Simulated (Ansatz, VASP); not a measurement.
**Hf in VASP and in Ansatz**

```xyz
1
Lattice="-0.0666 2.1867 2.1867 2.1867 -0.0666 2.1867 2.1867 2.1867 -0.0666" Properties=species:S:1:pos:R:3 pbc="T T T"
Hf    0.0000    0.0000    0.0000
```

Change from the starting cell: equal xy, yz and zx shear strains of -3 %.

Alike in both runs: task single point; functional PBE; k mesh 13 × 13 × 13; occupations fermi-dirac, width 0.03 eV; no spin polarisation.

```csv
,VASP,Ansatz
version,VASP 6.6.1,Ansatz 0.2.0
potentials or method,"VASP PAW PBE potentials, release 64 (Hf_pv), cutoff 520 eV","all-electron LAPW, scalar-relativistic"
```

VASP gave:

- pressure (GPa): 2.9
- largest component of the traceless stress (GPa): 2.22

Which values does Ansatz return?

Pressure (GPa): 3.4; largest component of the traceless stress (GPa): 2.23.

Ansatz ran all-electron here, so the differences hold the error of VASP's frozen core and of both bases.

The runs have no spin-orbit coupling, so splittings on Hf are missing.
